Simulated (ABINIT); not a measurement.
TiB2:

```
Ti B
1.0
     3.02920    0.00000    0.00000
    -1.51460    2.62336    0.00000
     0.00000    0.00000    3.22840
Ti B
1 2
Direct
  0.00000 0.00000 0.00000
  0.66667 0.33333 0.50000
  0.33333 0.66667 0.50000
```

Base run:

```yaml
Program: ABINIT 10.8.3 (patched build)
Functional: PBEsol
Potentials_or_basis: PseudoDojo NC SR PBEsol v0.4.1 standard
Cutoff: 1034 eV
k_mesh: 8 × 8 × 6
Occupations: fermi-dirac, width 0.05 eV
Spin: no spin polarisation
```

Its results: band gap on the k mesh none (metal or under the smearing width); pressure -4.9 GPa.

The run is repeated on the same cell with these changes: functional from PBEsol to RPBE; potentials or basis from PseudoDojo NC SR PBEsol v0.4.1 standard to PseudoDojo NC SR PBE v0.5 stringent. What comes out?

Band gap on the k mesh none (metal or under the smearing width); pressure 2.5 GPa.

Caveats: the potentials were made for another functional, which shifts forces and pressure (some runs).

Not every run made on this cell is shown here.
